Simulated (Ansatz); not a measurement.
# PtS2 (P-3m1) in Ansatz: a series of runs

One crystal, PtS2, is run at these levels: PBE; tasks: single point.

All numbers are computed with Ansatz 0.2.0; they aren't measurements. Logs are shortened: lines on timing, memory, paths and dates and some standing lists are left out, and cuts for length are marked.

## 1. The crystal as given

Symmetry: P-3m1, No. 164, trigonal system. The conventional cell has a = 3.543 Å, b = 3.543 Å, c = 5.039 Å, α = 90.00°, β = 90.00°, γ = 120.00°. Pt (site symmetry -3m) has 6 S at 2.34 Å as nearest neighbours. S (site symmetry 3m) has 3 Pt at 2.34 Å as nearest neighbours.

## 2. Single point, PBE

The input, input.yaml:

```yaml
crystal:
  lattice:
    - [3.5432, 0.0, 0.0]
    - [-1.7716, 3.0685012107, 0.0]
    - [0.0, 0.0, 5.0388]
  atoms:
    - { symbol: Pt, position: [0.0, 0.0, 0.0] }
    - { symbol: S, position: [0.6666666667, 0.3333333333, 0.773] }
    - { symbol: S, position: [0.3333333333, 0.6666666667, 0.227] }
hamiltonian:
  xc: pbe
  pseudopotentials: { kind: paw }
kpoints:
  mp_grid: { grid: [9, 9, 5] }
scf:
  occupations: { method: gaussian, width: 0.029 }
output:
  forces: true
  stress: true
  eigenvalues: true
```

Potentials or basis: Ansatz PAW.

On the command line:

```bash
$ ansatz run input.yaml --threads 2 --pin off --max-ram 5632MiB --backend cpu --events-out ev --progress --plain --runs-dir out
```

What it wrote:

```text
Warning: RAYON_NUM_THREADS=2 ignored (pool sized by the plan → 2); use --threads N
Engine: ansatz 0.2.0, x86_64-unknown-linux-gnu
Pseudopotentials: kind: paw
Pseudopotential: Pt, paw, valence charge 18, recommended cutoff 420 eV (normal), Pt.paw.azcp
Pseudopotential: S, paw, valence charge 6, recommended cutoff 420 eV (normal), S.paw.azcp
Functional definition: PBE
  parameter kappa = 0.804
  parameter beta = 0.06672455060314922
  exchange = pbe_x(kappa = kappa, mu = beta*pi^2/3)
  correlation = pbe_c(beta = beta)
Crystal: 3 atoms, lattice volume = 54.783 Å³
Basis set: ecut = 420 eV, 1043 PW (Γ), exchange–correlation on 48×48×72 points (8 copies of the dense FFT grid, shifted against one another)
Bands: 19, of which v1, the nominal top of the filled ones, is band 15 counted from 1 (14 counted from 0)
Symmetry: 12 space group operations
Space group: P-3m1 (ITA 164), of the structure as read, at distance tolerance 3.8e-5 Å
k-points: 50 of 405
Non-local potential: Pt, projectors of the file, l = 0: 3, l = 1: 2, l = 2: 2, l = 3: 1
Non-local potential: S, projectors of the file, l = 0: 2, l = 1: 2, l = 2: 2
PAW form: soft (Blöchl's): semilocal exchange-correlation on the pseudo side does not see the compensation charge
PAW one-centre angular grid: Pt, 590 points (default); XC on 64 Gauss nodes
PAW one-centre angular grid: S, 110 points (default); XC on 64 Gauss nodes
Initial density: superposition of atomic densities (neutral atoms: chi_scale 0, normalization atom), corrected by the library's trained network
Initial wavefunctions: pseudopotential atomic-orbital guess
Functional: x = pbe(κ = 0.804, μ = 0.2195149727645171), c = pbe(β = 0.06672455060314922)
SCF iter   1: F=—  HF=-14328.057965 eV  |F-HF|=—  |Δ(HF+E_count)|=         —  Δρ=3.34e-3  dr2=6.31e-3  ethr=1.77e-3  ⟨swp⟩=6.0  Hψ=5072  notcnv=0
preconditioner: auto → Resta (q_TF=auto, 2.468 Å⁻¹)  ε∞=6.6  [insulator: Δε(μ)=1.017 eV  Ē_g=9.972 eV  σ=0.029 eV  W_gap=1.00  n_scr=20 (ndim 8)  ℏωp=23.5 eV  f_vac=0.021  D(μ)=0.00/eV (n_scr^D=0)  ε∞_Penn≈6.6]
SCF iter   2: F=—  HF=-14328.057683 eV  |F-HF|=—  |Δ(HF+E_count)|=   2.82e-4  Δρ=1.76e-3  dr2=2.24e-3  ethr=2.10e-5  ⟨swp⟩=2.1  Hψ=2022  notcnv=0
SCF iter   3: F=—  HF=-14328.057670 eV  |F-HF|=—  |Δ(HF+E_count)|=   1.27e-5  Δρ=4.95e-4  dr2=1.54e-4  ethr=7.45e-6  ⟨swp⟩=2.0  Hψ=1604  notcnv=0
SCF iter   4: F=—  HF=-14328.057660 eV  |F-HF|=—  |Δ(HF+E_count)|=   1.02e-5  Δρ=1.99e-4  dr2=2.29e-5  ethr=5.12e-7  ⟨swp⟩=2.7  Hψ=1467  notcnv=0
SCF iter   5: F=—  HF=-14328.057684 eV  |F-HF|=—  |Δ(HF+E_count)|=   2.33e-5  Δρ=6.95e-5  dr2=4.31e-6  ethr=7.62e-8  ⟨swp⟩=2.0  Hψ=1395  notcnv=0
SCF iter   6: F=—  HF=-14328.057684 eV  |F-HF|=—  |Δ(HF+E_count)|=   8.99e-7  Δρ=2.89e-5  dr2=6.52e-7  ethr=1.44e-8  ⟨swp⟩=2.0  Hψ=1396  notcnv=0
SCF iter   7: F=-14328.057685 eV  HF=-14328.057685 eV  |F-HF|=1.64e-8  |Δ(HF+E_count)|=   1.82e-7  Δρ=3.65e-6  dr2=7.80e-9  ethr=3.33e-10  ⟨swp⟩=3.0  Hψ=3981  notcnv=0
SCF 1 converged in 7 iterations: F = -14328.057685 eV  dr2 = 7.80e-9
SCF converged after 7 iterations
Free energy (F): -14328.057685 eV
Harris-Foulkes:  -14328.057685 eV  (|F-HF|=1.64e-8)
Internal energy: -14328.057685 eV  (E = F + TS)
E sigma→0 (E₀):  -14328.057685 eV
Fermi energy:    11.480098 eV
--- Per-component energies (eV) ---
  E_band       = -320.280672
  E_kinetic    = 855.116727
  E_local      = -3139.944851  (includes V_loc(G=0)·N_el)
  E_nonlocal   = 255.086444
  E_hartree    = 1243.846165
  E_xc         = -457.840018
  E_vxc        = -480.233391  (∫ρ·V_xc dr)
  E_paw        = -10654.117965  (= ΣΔE_a)
  E_vpaw       = -297.994800  (= ΣTr[D̂ρ^β])
  E_aug_tail   = 0.000189  (compensation charges beyond the density's cutoff)
  E_ewald      = -2430.204375
  E_smearing   = -0.000000  (= −TS)
  E_closure    = 0.000000  (closes the sum)
  Σ components = -14328.057685   (vs F -14328.057685, Δ=0.00e0)
--- Forces (eV/Å), atoms counted from 1 ---
  atom   1  Pt    -0.00000000     0.00000000     0.00000000
  atom   2  S      0.00000000    -0.00000000    -1.25653140
  atom   3  S     -0.00000000     0.00000000     1.25653140
  max |Σ_I F_I| component: 2.31e-18 eV/Å
--- Stress (GPa, compression-positive) ---
       12.180302       0.000000       0.000000
        0.000000      12.180302       0.000000
        0.000000       0.000000      10.421439
  P = ⅓ Tr σ = 11.5940 GPa (115.940 kbar)
--- Band table (eV; the first three rows and the last of 50) ---
  k-point 0: bands = ["-88.5569", "-42.8296", "-42.8296", "-42.6486", "-4.6098", "-1.3517", "3.9164", "3.9164", "4.0535", "6.9793", "6.9793", "9.1793", "9.8213", "9.8213", "10.8438", "13.4286", "13.4286", "15.7403", "16.7294"]
  k-point 1: bands = ["-88.5569", "-42.8296", "-42.8296", "-42.6486", "-4.5246", "-1.5923", "3.9233", "3.9233", "4.4499", "6.9712", "6.9712", "9.0365", "9.7547", "9.7547", "10.5071", "13.5861", "13.5861", "15.8614", "17.3342"]
  k-point 2: bands = ["-88.5569", "-42.8296", "-42.8296", "-42.6486", "-4.3631", "-1.9753", "3.9346", "3.9346", "5.1756", "6.9587", "6.9587", "8.5932", "9.6521", "9.6521", "10.1129", "13.8547", "13.8547", "16.3016", "18.1745"]
  k-point 49: bands = ["-88.5564", "-42.8463", "-42.8463", "-42.6452", "-2.3083", "-2.3083", "4.4084", "4.4197", "4.4197", "6.5653", "6.5653", "7.3445", "7.5437", "9.1199", "9.1199", "13.0729", "13.0729", "18.0163", "18.9085"]
```

Run time: 1 s. Hardware: 2 threads of Intel Xeon Platinum 8488C (Sapphire Rapids), shared host; peak memory 0.39 GiB.

Results:

```
Free energy            : -14328.0577 eV
Pressure               : 11.6 GPa
Largest force          : 1.257 eV/Å
Band gap on the k mesh : 1.02 eV, indirect (least direct gap 1.07 eV)
```

Forces in eV/Å, atoms in the order of the input:
```
Pt   0.000  0.000  0.000
S    0.000  0.000 -1.257
S    0.000  0.000  1.257
```

Stress tensor (GPa, compression positive):
```
12.18  0.00  0.00
 0.00 12.18  0.00
 0.00  0.00 10.42
```

Caveat: odd divisions of the mesh miss points on the zone boundary, where band edges often lie, so the gap on the mesh can be too wide; spin-orbit coupling is left out, which moves the levels of the heavy elements; forces of over 1 eV/Å show positions far from the minimum, so gaps and moduli don't describe the material at rest. A k mesh can miss the band edges.

## 3. Single point, PBE

input.yaml: that of step 2 with these lines changed.

```diff
@@ -15,3 +15,3 @@
 scf:
-  occupations: { method: gaussian, width: 0.029 }
+  occupations: { method: gaussian, width: 0.03 }
 output:
```

Potentials or basis: Ansatz PAW.

On the command line:

```bash
$ ansatz run input.yaml --threads 2 --pin off --max-ram 5632MiB --backend cpu --events-out ev --progress --plain --runs-dir out
```

Wall time 1.1 s (2 threads of Intel Xeon Platinum 8488C (Sapphire Rapids), shared host); peak memory 0.38 GiB.

The run converged. Its results:

```yaml
Free_energy: -14328.0577 eV
Pressure: 11.6 GPa
Largest_force: 1.257 eV/Å
Band_gap_on_the_k_mesh: 1.02 eV, indirect (least direct gap 1.07 eV)
```

Forces on the atoms (eV/Å):
```
Pt   0.000  0.000  0.000
S    0.000  0.000 -1.257
S    0.000  0.000  1.257
```

Stress tensor (GPa, compression positive):
```
12.18  0.00  0.00
 0.00 12.18  0.00
 0.00  0.00 10.42
```

Levels at points of the mesh, in eV from the valence-band top:
| k point | band 12 | band 13 | band 14 | band 15 | band 16 | band 17 | band 18 | band 19 |
| --- | --- | --- | --- | --- | --- | --- | --- | --- |
| (0.00, 0.00, 0.00) | -1.79 | -1.15 | -1.15 | -0.13 | 2.46 | 2.46 | 4.77 | 5.76 |

Caveat: odd divisions of the mesh miss points on the zone boundary, where band edges often lie, so the gap on the mesh can be too wide; spin-orbit coupling is left out, which moves the levels of the heavy elements; forces of over 1 eV/Å show positions far from the minimum, so gaps and moduli don't describe the material at rest.
